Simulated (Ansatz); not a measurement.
FeO (Wuestite):

```xyz
2
Lattice="0.0000 2.1554 2.1554 2.1554 0.0000 2.1554 2.1554 2.1554 0.0000" Properties=species:S:1:pos:R:3 pbc="T T T"
Fe    0.0000    0.0000    0.0000
O     2.1554    2.1554    2.1554
```

* Program: Ansatz 0.2.0
* Task: relaxation of cell and atoms
* Functional: revPBE
* Potentials or basis: Ansatz PAW earlier set
* Cutoff: 930 eV (not typed: the program's choice for these potentials)
* k mesh: 11 × 11 × 11
* Occupations: methfessel-paxton, width 0.1 eV
* Spin: collinear spin, ferromagnetic start
* Starting moments: [3.0, 0.0] μB
* Hubbard terms: Fe d U = 6 eV

At the start: volume 10.01 Å³/atom.

**Question.** Where does the relaxation end?

**Answer.** It ends after 12 steps and the volume is 11.19 Å³/atom (+11.8 %); space group Immm (No. 71, to 0.05 Å); moment 4.00 μB per cell.

Step by step:
```tsv
step	energy change (eV)	largest force (eV/Å)	volume (Å³)
1	0.0000	0.0000	20.03
2	-0.0212	0.0000	20.61
3	-0.0256	0.0000	20.99
4	-0.0256	0.0000	21.03
5	-0.0257	0.0000	21.03
6	-1.4445	0.0000	21.03
7	-1.4875	0.0000	21.86
8	-1.4960	0.0000	22.33
9	-1.4988	0.0000	22.36
10	-1.4988	0.0000	22.38
11	-1.4990	0.0000	22.38
12	-1.4990	0.0000	22.38
```

Final structure:
```
CELL_PARAMETERS angstrom
0.03579 2.29609 2.20805
2.24384 0.00000 2.24384
2.20805 2.29609 0.03579
ATOMIC_POSITIONS crystal
Fe 0.00000 0.00000 0.00000
O 0.50000 0.50000 0.50000
```

Caveat: the magnetic or orbital state may not be the lowest; the electronic state changed during the relaxation; the plane-wave basis is chosen anew once the cell has moved, so the energies of steps on either side of that aren't comparable; the volume moved by +12 % from the deposited cell, more than functionals usually miss; a cell with one magnetic atom can't hold antiferromagnetic order, which such compounds often take; the PAW data sets come from PBE, with cores solved anew for the run's functional, which leaves a small shift of forces and pressure.
